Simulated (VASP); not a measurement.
**ZrN: relaxation of cell and atoms with r2SCAN**

ZrN:

```
CELL_PARAMETERS angstrom
0.00000 2.29364 2.29364
2.29364 0.00000 2.29364
2.29364 2.29364 0.00000
ATOMIC_POSITIONS crystal
Zr 0.50000 0.50000 0.50000
N 0.00000 0.00000 0.00000
```

```
Program                : VASP 6.6.1
Task                   : relaxation of cell and atoms
Functional             : r2SCAN
Potentials or basis    : VASP PAW PBE potentials, release 64 (Zr_sv, N)
Cutoff                 : 520 eV
k mesh                 : 12 × 12 × 12
Occupations            : gaussian, width 0.02 eV
Spin                   : no spin polarisation
Further INCAR settings : ALGO = Normal; EDIFF = 1e-07; IBRION = 2; EDIFFG = -0.002; NSW = 80; ISIF = 3
```

| Quantity | Value |
| --- | --- |
| Pressure after relaxing | 0.0 GPa |
| Band gap on the k mesh | none (metal or under the smearing width) |

Final structure:
```
Zr N
1.0
     0.00000    2.29364    2.29364
     2.29364    0.00000    2.29364
     2.29364    2.29364    0.00000
Zr N
1 1
Cartesian
  2.2936 2.2936 2.2936
  0.0000 0.0000 0.0000
```

Levels at points of the mesh, in eV from the Fermi level:
```csv
k point,band 6,band 7,band 8,band 9,band 10,band 11,band 12
"(0.00, 0.00, 0.00)",-3.01,-3.01,-3.01,-0.37,-0.37,-0.37,1.68
"(0.50, 0.00, 0.00)",-8.05,-6.10,-6.10,3.14,3.18,3.18,5.06
"(0.50, 0.50, 0.00)",-4.95,-3.52,-3.52,-3.51,3.47,4.60,4.60
```

It took 100 s on 1 thread of AMD EPYC 9R14 (Zen 4) (shared host), peak memory 0.13 GiB.

Caveat: the relaxation stopped at its first step, so nothing moved; the PAW data sets were made with another functional, which shifts forces and pressure a little.
